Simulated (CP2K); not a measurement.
Runs of CP2K 2026.2 on Ge. The structure is tetragonal, space group I4_1/amd (No. 141). Conventional cell: a = 5.149 Å, b = 5.149 Å, c = 2.795 Å, α = 90.00°, β = 90.00°, γ = 90.00°. Ge (site symmetry -4m2) is surrounded by 6 Ge at 2.67 to 2.79 Å. This isn't the form of Ge at room conditions, which is diamond.

| level | cutoff radius of the dispersion sum (A) | cutoff of the non-local correlation (Ry) | gap on the mesh (eV) | pressure (GPa) |
| --- | --- | --- | --- | --- |
| PBE+D3 | 20 | - | none | (a) |
| PBE+D2 | 20 | - | none | 1.3 |
| PBE+D4 | 20 | - | none | 1.3 |
| PBE+rVV10 | - | 150 Ry | none | 4.2 |
| PBE+D3(BJ)+ATM | 20 | - | none | 1.5 |
| PBE+D3(BJ) | 20 | - | none | 1.3 |
| PBE | - | - | none | 4.4 |

Alike in all rows: task single point; potentials or basis POTENTIAL_UZH Ge GTH-PBE-q4; TZVP-MOLOPT-PBE-GTH basis; no spin polarisation; cell as given; k mesh 11 × 11 × 11; smearing fermi-dirac 0.05 eV.

Task: Estimate the missing entries.

Result: (a) 2.9.

Caveats: the basis of atomic orbitals isn't converged, which shifts pressures, moduli and gaps; pairwise dispersion overbinds metals, which lowers pressure and volume (some runs).

A k mesh can miss the band edges, and the runs leave out spin-orbit coupling on Ge.

A gap of «none» marks a metal or a gap under the smearing width.
